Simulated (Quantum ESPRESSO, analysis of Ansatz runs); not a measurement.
# Migration in MgF2 (P4_2/mnm): F_i by the interstitialcy path, charge −1 (Quantum ESPRESSO), part 2 of 3

Aim: the barrier of one jump in MgF2 (P4_2/mnm) at charge −1: F_i by the interstitialcy path. The model is a cell of 72 host atoms with 1 F put in; F is the atom that moves.

Quantum ESPRESSO 7.5; Quantum ESPRESSO plane-wave DFT, PBEsol, GBRV 1.5 PBEsol potentials; nudged elastic band between two relaxed defect structures at fixed charge in a uniform background.

So far: Starting point; Relaxation of the start point, charge −1.

**3. Relaxation of the end point, charge −1**

Level of this step: Quantum ESPRESSO plane-wave DFT, PBEsol, GBRV 1.5 PBEsol potentials; relaxation of all atoms of a defect supercell at fixed charge in a uniform background (Quantum ESPRESSO).

The end point is relaxed in the same cell and settings, so that the two energies compare. Atoms more than 3.2 Å from the middle of the hop start where the first relaxation left them, the nearer ones on or close to their ideal places, with small random displacements.

Contents of pw.in:

```
&CONTROL
  calculation = 'relax'
  prefix = 'pwscf'
  outdir = './tmp'
  pseudo_dir = './pseudo'
  tprnfor = .true.
  disk_io = 'low'
  nstep = 70
  forc_conv_thr = 0.0012
  etot_conv_thr = 0.0001
/
&SYSTEM
  ibrav = 0
  nat = 73
  ntyp = 2
  ecutwfc = 36
  ecutrho = 288
  nbnd = 296
  occupations = 'fixed'
  tot_charge = -1
  nosym = .true.
/
&ELECTRONS
  conv_thr = 7d-08
  electron_maxstep = 100
  mixing_beta = 0.5
/
&IONS
  ion_dynamics = 'bfgs'
/
ATOMIC_SPECIES
Mg    24.3050 mg_pbesol_v1.4.uspp.F.UPF
F     18.9984 f_pbesol_v1.4.uspp.F.UPF
CELL_PARAMETERS angstrom
   9.1949209707    0.0000000000    0.0000000000
   0.0000000000    9.1949209707    0.0000000000
   0.0000000000    0.0000000000    9.1306547926
ATOMIC_POSITIONS crystal
Mg     0.2299584977    0.2497710876    0.1741316689
Mg    -0.0043283661   -0.0075972158   -0.0040673071
[... 3 atom lines left out ...]
F      0.0993867379    0.4008764281    0.1670387743
[... 1 atom line left out ...]
Mg    -0.0005700162    0.0009205567    0.3332304529
[... 2 atom lines left out ...]
F      0.1508981351    0.1505346637    0.3331820534
F      0.0993604089    0.4014848957    0.4992770702
[... 13 atom lines left out ...]
Mg     0.0010226801    0.5001684064    0.3336651137
[... 10 atom lines left out ...]
Mg     0.7495289204    0.2502185247    0.1676289609
[... 1 atom line left out ...]
F      0.8487483672    0.3477451155   -0.0007141129
F      0.9021868354    0.0980268697    0.1672885514
[... 2 atom lines left out ...]
Mg     0.7492660517    0.2500226206    0.5008078861
[... 1 atom line left out ...]
F      0.7491125709    0.5005144427    0.4163360725
F      0.9019495976    0.0992268774    0.4993075542
[... 26 atom lines left out ...]
F     -0.1523569587    0.3485064898    0.3339514251
K_POINTS gamma
```

Started as:

```console
$ OMP_NUM_THREADS=1 mpirun -n 4 pw.x -in pw.in > pw.out
```

The program printed:

```text
[shortened: banners, details of potentials and solvers, and blank lines are left out]
[banner, memory and clock lines left out]
     gamma-point specific algorithms are used
     one sub-group per band group will be used
     bravais-lattice index     =            0
     lattice parameter (alat)  =      17.3759  a.u.
     unit-cell volume          =    5209.4818 (a.u.)^3
     number of atoms/cell      =           73
     number of atomic types    =            2
     number of electrons       =       584.00
     number of Kohn-Sham states=          296
     kinetic-energy cutoff     =      36.0000  Ry
     charge density cutoff     =     288.0000  Ry
     scf convergence threshold =      7.0E-08
     mixing beta               =       0.5000
     number of iterations used =            8  plain     mixing
     energy convergence thresh.=      1.0E-04
     force convergence thresh. =      1.2E-03
     Exchange-correlation= SLA  PW   PSX  PSC
                           (   1   4  10   8   0   0   0)
     nstep                     =           70
     crystal axes: (cart. coord. in units of alat)
               a(1) = (   1.000000   0.000000   0.000000 )
               a(2) = (   0.000000   1.000000   0.000000 )
               a(3) = (   0.000000   0.000000   0.993011 )
     PseudoPot. # 1 for Mg read from file:
     mg_pbesol_v1.4.uspp.F.UPF
     Pseudo is Ultrasoft, Zval = 10.0
[...]
PseudoPot. # 2 for F  read from file:
     f_pbesol_v1.4.uspp.F.UPF
     Pseudo is Ultrasoft, Zval =  7.0
     atomic species   valence    mass     pseudopotential
     Mg               10.00    24.30500     Mg( 1.00)
     F                 7.00    18.99840     F ( 1.00)
     No symmetry found
     site n.     atom                  positions (alat units)
         1        Mg     tau(   1) = (   0.2299585   0.2497711   0.1729146  )
         2        Mg     tau(   2) = (  -0.0043284  -0.0075972  -0.0040389  )
         3        F      tau(   3) = (   0.3501359   0.3407390   0.0003605  )
         4        F      tau(   4) = (   0.4007366   0.1026711   0.1647571  )
         5        F      tau(   5) = (   0.1424408   0.1511719   0.0012797  )
         6        F      tau(   6) = (   0.0993867   0.4008764   0.1658713  )
         7        Mg     tau(   7) = (   0.2572518   0.2466113   0.5001489  )
         8        Mg     tau(   8) = (  -0.0005700   0.0009206   0.3309014  )
[...]
number of k points=     1
                       cart. coord. in units 2pi/alat
        k(    1) = (   0.0000000   0.0000000   0.0000000), wk =   2.0000000
     Dense  grid:   214989 G-vectors     FFT dimensions: (  96,  96,  96)
     Smooth grid:    75957 G-vectors     FFT dimensions: (  72,  72,  72)
     starting charge     575.7945, renormalised to     584.0000
     Self-consistent Calculation
     iteration #  1     ecut=    36.00 Ry     beta= 0.50
     total energy              =   -5388.77077952 Ry
     estimated scf accuracy    <       4.88863873 Ry
     iteration #  2     ecut=    36.00 Ry     beta= 0.50
     total energy              =   -5388.86474436 Ry
     estimated scf accuracy    <       3.06671978 Ry
     iteration #  3     ecut=    36.00 Ry     beta= 0.50
     total energy              =   -5390.03083453 Ry
     estimated scf accuracy    <       1.09460166 Ry
[...]
[... 111 further cycles ...]
[...]
estimated scf accuracy    <       0.00000028 Ry
     iteration #  4     ecut=    36.00 Ry     beta= 0.50
     total energy              =   -5390.43771188 Ry
     estimated scf accuracy    <       0.00000005 Ry
     iteration #  5     ecut=    36.00 Ry     beta= 0.50
     total energy              =   -5390.43771188 Ry
     estimated scf accuracy    <          2.5E-09 Ry
     iteration #  6     ecut=    36.00 Ry     beta= 0.50
     End of self-consistent calculation
          k = 0.0000 0.0000 0.0000 (  9503 PWs)   bands (ev):
   -68.1365 -68.1343 -68.1281 -68.1236 -68.1215 -68.1198 -68.1091 -68.1085
   -68.1046 -68.0929 -68.0896 -68.0857 -68.0851 -68.0688 -68.0605 -68.0565
   -68.0394 -68.0387 -68.0362 -68.0302 -68.0223 -68.0043 -68.0042 -67.9926
   -35.1295 -35.1274 -35.1204 -35.1199 -35.1192 -35.1172 -35.1170 -35.1154
   -35.1104 -35.1074 -35.1049 -35.1033 -35.1011 -35.1008 -35.0993 -35.0977
   -35.0973 -35.0961 -35.0958 -35.0942 -35.0919 -35.0903 -35.0882 -35.0879
   -35.0863 -35.0858 -35.0826 -35.0820 -35.0815 -35.0801 -35.0792 -35.0759
   -35.0715 -35.0690 -35.0627 -35.0616 -35.0612 -35.0601 -35.0547 -35.0531
[...]
highest occupied, lowest unoccupied level (ev):     3.2635    9.4676
!    total energy              =   -5390.43771188 Ry
     estimated scf accuracy    <          5.0E-10 Ry
     The total energy is the sum of the following terms:
     one-electron contribution =   -3322.88708357 Ry
     hartree contribution      =    1861.61774715 Ry
     xc contribution           =    -857.72451216 Ry
     ewald contribution        =   -3071.44386330 Ry
     convergence has been achieved in   6 iterations
     Forces acting on atoms (cartesian axes, Ry/au):
     atom    1 type  1   force =     0.00102576   -0.00082833   -0.00035024
     atom    2 type  1   force =     0.00092044    0.00010046    0.00091330
     atom    3 type  2   force =    -0.00062288    0.00047086    0.00025946
     atom    4 type  2   force =    -0.00062187    0.00060023   -0.00036421
     atom    5 type  2   force =    -0.00024881   -0.00010002    0.00020448
     atom    6 type  2   force =    -0.00049318    0.00102786   -0.00019583
     atom    7 type  1   force =    -0.00037842    0.00056987    0.00051446
     atom    8 type  1   force =    -0.00000115   -0.00045143   -0.00060001
[...]
Total force =     0.006270     Total SCF correction =     0.000062
     Energy error            =      9.9E-05 Ry
     Gradient error          =      1.3E-03 Ry/Bohr
     number of scf cycles    =  18
     number of bfgs steps    =  17
     energy             old  =   -5390.4376125130 Ry
     energy             new  =   -5390.4377118826 Ry
     CASE: energy            _new < energy            _old
     new trust radius        =       0.0048911851 bohr
     new conv_thr            =       0.0000000007 Ry
ATOMIC_POSITIONS (crystal)
Mg               0.2483402269        0.2546451103        0.1698854552
Mg               0.0023844755       -0.0063268891       -0.0017118871
F                0.3494663725        0.3440272763       -0.0007269085
F                0.4001498048        0.1007240468        0.1685290776
F                0.1502001040        0.1490484498        0.0046234059
F                0.1010665309        0.4093439442        0.1663677446
Mg               0.2523994154        0.2526238255        0.5002994361
Mg              -0.0040194072        0.0019112823        0.3341912309
[...]
Self-consistent Calculation
     iteration #  1     ecut=    36.00 Ry     beta= 0.50
     total energy              =   -5390.43777042 Ry
     estimated scf accuracy    <       0.00002287 Ry
     iteration #  2     ecut=    36.00 Ry     beta= 0.50
     total energy              =   -5390.43777165 Ry
     estimated scf accuracy    <       0.00000270 Ry
     iteration #  3     ecut=    36.00 Ry     beta= 0.50
     total energy              =   -5390.43777196 Ry
     estimated scf accuracy    <       0.00000027 Ry
     iteration #  4     ecut=    36.00 Ry     beta= 0.50
     total energy              =   -5390.43777201 Ry
     estimated scf accuracy    <       0.00000004 Ry
     iteration #  5     ecut=    36.00 Ry     beta= 0.50
     total energy              =   -5390.43777202 Ry
     estimated scf accuracy    <          3.1E-09 Ry
     iteration #  6     ecut=    36.00 Ry     beta= 0.50
     End of self-consistent calculation
          k = 0.0000 0.0000 0.0000 (  9503 PWs)   bands (ev):
   -68.1344 -68.1316 -68.1285 -68.1246 -68.1237 -68.1176 -68.1089 -68.1080
   -68.1055 -68.0947 -68.0921 -68.0906 -68.0837 -68.0711 -68.0618 -68.0580
   -68.0350 -68.0349 -68.0328 -68.0284 -68.0229 -68.0058 -68.0054 -67.9945
   -35.1277 -35.1251 -35.1238 -35.1203 -35.1180 -35.1161 -35.1146 -35.1140
   -35.1063 -35.1054 -35.1051 -35.1026 -35.1006 -35.1002 -35.0986 -35.0984
   -35.0973 -35.0958 -35.0955 -35.0935 -35.0925 -35.0916 -35.0883 -35.0874
   -35.0871 -35.0866 -35.0859 -35.0855 -35.0811 -35.0807 -35.0798 -35.0778
   -35.0705 -35.0681 -35.0664 -35.0650 -35.0637 -35.0612 -35.0568 -35.0545
[...]
highest occupied, lowest unoccupied level (ev):     3.2472    9.4675
!    total energy              =   -5390.43777202 Ry
     estimated scf accuracy    <          3.0E-10 Ry
     The total energy is the sum of the following terms:
     one-electron contribution =   -3322.88949395 Ry
     hartree contribution      =    1861.61725806 Ry
     xc contribution           =    -857.72431796 Ry
     ewald contribution        =   -3071.44121817 Ry
     convergence has been achieved in   6 iterations
     Forces acting on atoms (cartesian axes, Ry/au):
     atom    1 type  1   force =     0.00087877   -0.00032724    0.00012875
     atom    2 type  1   force =     0.00041652   -0.00006419    0.00086303
     atom    3 type  2   force =    -0.00043695    0.00046123    0.00009956
     atom    4 type  2   force =    -0.00052986    0.00009805   -0.00048087
     atom    5 type  2   force =    -0.00018660   -0.00018408    0.00036911
     atom    6 type  2   force =    -0.00054559    0.00066794    0.00010765
     atom    7 type  1   force =    -0.00014259    0.00018208    0.00005916
     atom    8 type  1   force =     0.00028051   -0.00025299   -0.00008681
[...]
Total force =     0.005001     Total SCF correction =     0.000069
     Energy error            =      6.0E-05 Ry
     Gradient error          =      9.7E-04 Ry/Bohr
     bfgs converged in  19 scf cycles and  18 bfgs steps
     (criteria: energy <  1.0E-04 Ry, force <  1.2E-03 Ry/Bohr)
     End of BFGS Geometry Optimization
     Final energy             =   -5390.4377720186 Ry
Begin final coordinates
ATOMIC_POSITIONS (crystal)
Mg               0.2483402269        0.2546451103        0.1698854552
Mg               0.0023844755       -0.0063268891       -0.0017118871
F                0.3494663725        0.3440272763       -0.0007269085
F                0.4001498048        0.1007240468        0.1685290776
F                0.1502001040        0.1490484498        0.0046234059
F                0.1010665309        0.4093439442        0.1663677446
Mg               0.2523994154        0.2526238255        0.5002994361
Mg              -0.0040194072        0.0019112823        0.3341912309
[...]
End final coordinates
```

Elapsed: 8.7 min, on 4 MPI ranks of Arm Neoverse V1, shared host; peak memory 1.4 GiB.

Step by step:

```
step  energy less that of the first step (eV)
   0                                   0.0000
   1                                  -3.1638
   2                                  -4.9985
   3                                  -5.5043
   4                                  -5.6950
   5                                  -5.7922
   6                                  -5.8624
   7                                  -5.9005
   8                                  -5.9273
   9                                  -5.9466
  10                                  -5.9600
  11                                  -5.9705
  12                                  -5.9793
  13                                  -5.9850
  14                                  -5.9883
  15                                  -5.9907
  16                                  -5.9926
  17                                  -5.9939
  18                                  -5.9947
```

The atoms that moved most (Å):

```
atom      dx      dy      dz  length
 F73   0.329  -0.353  -0.161   0.509
 F65  -0.315   0.360  -0.161   0.505
 F64   0.282   0.283   0.132   0.421
 F48  -0.261  -0.298   0.096   0.407
Mg43  -0.002   0.190  -0.076   0.205
 F60   0.072   0.157  -0.080   0.191
 F10  -0.154  -0.073  -0.075   0.186
Mg61  -0.063  -0.168  -0.051   0.186
```

Neighbours of F73 at the end:

```
atom  distance (Å)
Mg37         1.946
Mg26         1.991
Mg43         2.060
 F45         2.345
 F40         2.543
 F47         2.571
 F46         2.574
  F6         2.591
```

Read from the output:

```yaml
highest_filled_level: 3.247 eV
lowest_empty_level: 9.468 eV
r_m_s_move_of_the_farther_half_of_the_atoms: 0.08050 Å
largest_move_from_the_ideal_geometry_of_this_structure_a_common_shift_of_the_far_atoms_taken_out: 0.5671 Å
```

The relaxation gained 5.995 eV and ended with a largest force component of 0.025 eV/Å. The end lies 0.001 eV above the start.

(Continued in part 3 of 3.)

[Logs are printed without paths, hosts, clocks, repeated set-up lines and the standing remarks that a program may print on its own settings, such as how far it seeks lower states.]

[Hosts, paths, dates, database ids (printed as entryN), source tags and the programs' standing remarks are cut or masked in the printed files.]
